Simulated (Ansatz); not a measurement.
AlRu:

```
Ru Al
1.0
     2.99160    0.00000    0.00000
     0.00000    2.99160    0.00000
     0.00000    0.00000    2.99160
Ru Al
1 1
Direct
  0.50000 0.50000 0.50000
  0.00000 0.00000 0.00000
```

- Program: Ansatz 0.2.0
- Task: relaxation of cell and atoms
- Functional: LDA
- Potentials or basis: Ansatz PAW
- Cutoff: 420 eV (not typed: the program's choice for these potentials)
- k mesh: 9 × 9 × 9
- Occupations: fermi-dirac, width 0.05 eV
- Spin: no spin polarisation

At the start: volume 13.39 Å³/atom.

How do energy, volume and symmetry change on relaxing?

It ends after 5 steps and the volume is 12.88 Å³/atom (-3.8 %); space group Pm-3m (No. 221, to 0.05 Å).

Step by step:
```csv
step,energy change (eV),largest force (eV/Å),volume (Å³)
1,0.0000,0.0000,26.77
2,-0.0248,0.0000,25.50
3,-0.0268,0.0000,25.79
4,-0.0269,0.0000,25.77
5,-0.0266,0.0000,25.77
```

Final structure:
```
CELL_PARAMETERS angstrom
2.95369 0.00000 0.00000
0.00000 2.95369 0.00000
0.00000 0.00000 2.95369
ATOMIC_POSITIONS crystal
Ru 0.50000 0.50000 0.50000
Al 0.00000 0.00000 0.00000
```

Caveat: the plane-wave basis is chosen anew once the cell has moved, so the energies of steps on either side of that aren't comparable; the PAW data sets come from PBE, with cores solved anew for the run's functional, which leaves a small shift of forces and pressure.
